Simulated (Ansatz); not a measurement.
# Rubidium, dhcp under revPBE: structure, energy and stiffness

The plan for rubidium in the dhcp structure: relax it, solve it on a dense k-mesh, then scale the cell to 7 volumes from 88 to 112 % of the relaxed one and try a fit of the equation of state. Spin polarisation is left out. The k-meshes are 7×7×2 for the relaxation; 9×9×3 for the dense run; 8×8×2 for the volumes.

Program: Ansatz 0.2.0. Level of theory: DFT revPBE, plane waves (420 eV) with PAW, scalar-relativistic; PBE-made PAW files. These are calculated values, not measurements.

### 1 The structure to begin with

Symmetry: P6_3/mmc, No. 194, hexagonal system. The conventional cell has a = 4.976 Å, b = 4.976 Å, c = 16.251 Å, α = 90.00°, β = 90.00°, γ = 120.00°.

Structure file:

```cif
data_structure
_symmetry_space_group_name_H-M 'P6_3/mmc'
_symmetry_Int_Tables_number 194
_cell_length_a 4.9757
_cell_length_b 4.9757
_cell_length_c 16.2505
_cell_angle_alpha 90.000
_cell_angle_beta 90.000
_cell_angle_gamma 120.000
_cell_volume 348.42
loop_
_atom_site_label
_atom_site_type_symbol
_atom_site_symmetry_multiplicity
_atom_site_Wyckoff_symbol
_atom_site_fract_x
_atom_site_fract_y
_atom_site_fract_z
_atom_site_occupancy
Rb1 Rb 2 a 0.00000 0.00000 0.00000 1
Rb2 Rb 2 c 0.33333 0.66667 0.25000 1
```

### 2 Relaxing cell and atoms

Input file input.yaml:

```yaml
crystal:
  lattice:
    - [4.9756623956, 0.0, 0.0]
    - [-2.4878311978, 4.3090500353, 0.0]
    - [0.0, 0.0, 16.2505133842]
  atoms:
    - { symbol: Rb, position: [0.0, 0.0, 0.0] }
    - { symbol: Rb, position: [0.0, 0.0, 0.5] }
    - { symbol: Rb, position: [0.3333333333, 0.6666666667, 0.25] }
    - { symbol: Rb, position: [0.6666666667, 0.3333333333, 0.75] }
hamiltonian:
  xc: revpbe
  pseudopotentials:
    kind: paw
    azcp:
      Rb: "pseudopotentials/Rb.paw.azcp"
basis:
  ecutwfc: 420
  fft_grid_basis: typed
kpoints:
  mp_grid: { grid: [7, 7, 2], shift: [0, 0, 0] }
magnetization:
  spin_polarized: false
scf:
  occupations: { method: fermi_dirac, width: 0.1 }
relax:
  max_steps: 60
  f_tol: 0.01
  cell: {}
```

The runs that follow: The energy on a finer k-mesh; Volume × 0.88; Volume × 0.92; Volume × 0.96; Volume × 1.0; Volume × 1.04; Volume × 1.08; Volume × 1.12.

Q: Predict the outcome of this session. Wanted: space group; conventional cell; volume; shortest distance; gap on the mesh; relative to bcc; V₀, B₀, B₀′.

As calculated:

| quantity | value |
| --- | --- |
| space group (spins left aside) | P6_3/mmc (No. 194) |
| conventional cell | a = 5.183 Å, c = 17.108 Å (c/a = 3.301) |
| volume | 99.485 Å³/atom |
| shortest distance | 5.183 Å |
| gap on the mesh | none (levels filled in part) |
| relative to bcc | -1 meV/atom |
| V₀, B₀, B₀′ | 99.535 Å³/atom, 2.4 GPa, 3.7 |

What this shows: The relaxation enlarged the cell by 14.2 % in volume. Against the reference form of rubidium (bcc, computed apart with the same settings) it stands 1 meV/atom lower, within what mesh and smearing can decide. Levels at the Fermi energy are filled in part, as in a metal. The fitted modulus is 2.4 GPa, a soft solid; letting shape and positions relax at each volume could only lower it. Relaxation kept the symmetry; phonons were not checked.
